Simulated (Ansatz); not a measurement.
# SnO: an elastic constant from a strain scan

These are results of DFT PBEsol, scalar-relativistic, plane waves, PAW (Ansatz), not measurements. Cutoff 420 eV, Γ-centred 8×6×8 k-points, Gaussian smearing of 0.05 eV. No spin polarisation. Energies are free energies at this smearing, counted from the undisturbed cell; pressure is positive in compression.

The undisturbed cell (relaxed at this level; this form isn't the usual structure):

```
Sn O
1.0
     3.31561    0.00000    0.00000
     0.00000    5.70499    0.00000
     0.00000    0.00000    3.89416
Sn O
2 2
Direct
  0.00000 0.23379 0.52617
  0.50000 0.76621 0.02617
  0.00000 0.88536 0.72383
  0.50000 0.11464 0.22383
```

The cell holds layers and no dispersion correction was added, so their binding is poorly described.

The cell is strained by ε times the Voigt pattern (0, 0, 0, 1, 0, 0) (xx, yy, zz, yz, xz, xy; engineering shear) with fractional coordinates fixed. The cell holds 4 atoms in V0 = 73.66 Å³. The stress column is τ = (1/V0) dE/dε, got from the stress tensor σ (compression positive) at each point as −det(1 + εP) σ : P(1 + εP)⁻¹, with P the pattern as a tensor.

```csv
ε,ΔE (meV/atom),τ (GPa)
-0.0875,25.891,-5.146
-0.0750,19.014,-4.412
-0.0625,13.219,-3.677
-0.0500,8.458,-2.942
-0.0375,4.764,-2.206
-0.0250,2.122,-1.471
-0.0125,0.537,-0.735
0.0000,0.000,0.000
0.0125,0.537,0.735
0.0250,2.122,1.471
0.0375,4.764,2.206
0.0500,8.458,2.942
0.0625,13.219,3.677
0.0750,19.014,4.412
0.0875,25.891,5.146
0.1000,?,?
```

Which combination of elastic constants does this scan measure, and how large is it?

For small ε, τ = τ0 + Kε with K = pᵀCp, which for this pattern is C44 in the Cartesian frame shown. The parabola through τ at ε = -0.0125, 0 and 0.0125 has slope K = 59 GPa at zero. The energies per cell, E = NΔE, of the same two points give K = 2[E(ε₊)/ε₊ − E(ε₋)/ε₋]/[(ε₊ − ε₋)V0] = 60 GPa, in agreement. These are clamped-ion values.

Predict the withheld row at ε = 0.1000 from the harmonic law, and compare.

ΔE = V0(τ0 ε + Kε²/2)/N = 33.808 meV/atom and τ = 5.88 GPa. The calculation gives 33.812 meV/atom and 5.88 GPa, a miss of 0.01 meV/atom at most, so the harmonic law still holds here.

Forces appear on the atoms along this scan, and letting them relax would lower the energy and soften the response.